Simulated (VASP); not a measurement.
A run of VASP 6.6.1:

INCAR

```
ALGO = Fast ; EDIFF = 1E-4
EDIFFG = -0.08 ; ENCUT = 520
GGA = PE ; IBRION = 2
ISIF = 3 ; ISMEAR = 0
LASPH = True ; LCHARG = False
LREAL = False ; LWAVE = False
NELM = 60 ; NSW = 24
PREC = Normal ; SIGMA = 0.15
```

KPOINTS

```
k-points
0
Gamma
  3 3 3
```

File POSCAR:

```
Ti2Se3
1.0
    3.1994170400      1.8471842900      3.8280766800
   -3.1994170400      1.8471842900      3.8280766800
    0.0000000000     -3.6943685800      3.8280766800
Ti Se
2 3
Direct
    0.8586673400      0.8586673400      0.8586673400
    0.1413326600      0.1413326600      0.1413326600
    0.0000000000      0.5000000000      0.5000000000
    0.5000000000      0.0000000000      0.5000000000
    0.5000000000      0.5000000000      0.0000000000
```

Potentials or basis: VASP PAW PBE potentials, release 64 (Ti_sv, Se).

Command:

```bash
$ cat potpaw_PBE.64/Ti_sv/POTCAR potpaw_PBE.64/Se/POTCAR > POTCAR
$ mpirun -np 1 vasp_std > vasp.out
```

Hardware: 1 thread of Intel(R) Xeon(R) Platinum 8488C (Sapphire Rapids), with other jobs on the host.

**Question.** How long does it take, and how much memory?

**Answer.** It took 66 s on 1 thread of Intel(R) Xeon(R) Platinum 8488C (Sapphire Rapids) (shared host), peak memory 0.18 GiB. Counts: scf iterations 72, k points 6, ion steps 3.
